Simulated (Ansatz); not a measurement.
## Ta under changes of volume

One of the cells (18.010 Å³/atom); the others are scaled copies at fixed shape and fractional positions:

```
Ta
1.0
    -1.65128    1.65128    1.65128
     1.65128   -1.65128    1.65128
     1.65128    1.65128   -1.65128
Ta
1
Direct
  0.00000 0.00000 0.00000
```

| Item | Value |
| --- | --- |
| Program | Ansatz 0.2.0 |
| Functional | PBE |
| Potentials or basis | Ansatz PAW |
| Cutoff | 420 eV (not typed: the program's choice for these potentials) |
| k mesh | 11 × 11 × 11 |
| Occupations | fermi-dirac, width 0.05 eV |
| Spin | no spin polarisation |

```tsv
volume (Å³/atom)	energy over the lowest point (meV/atom)	pressure (GPa)
16.930	63.65	17.2
17.290	31.39	11.8
17.650	10.88	6.9
18.010	0.81	2.6
18.371	0.00	-1.3
18.731	7.47	-4.8
19.091	?	?
```

Problem. What does the run at 19.091 Å³/atom give?

Solution. Energy over the lowest point 22.37 meV/atom; pressure -8.0 GPa.

Worked out: A Birch-Murnaghan fit of order 3 (a polynomial in V^(-2/3)) to the other rows has its minimum at 18.22 Å³/atom with B0 = V·E''(V) = 195 GPa and B' = 5.0. It gives 22.25 meV/atom at 19.091 Å³/atom, against the run's 22.37, and -dE/dV = -8.1 GPa, against -8.0.

Energies are extrapolated to zero smearing.
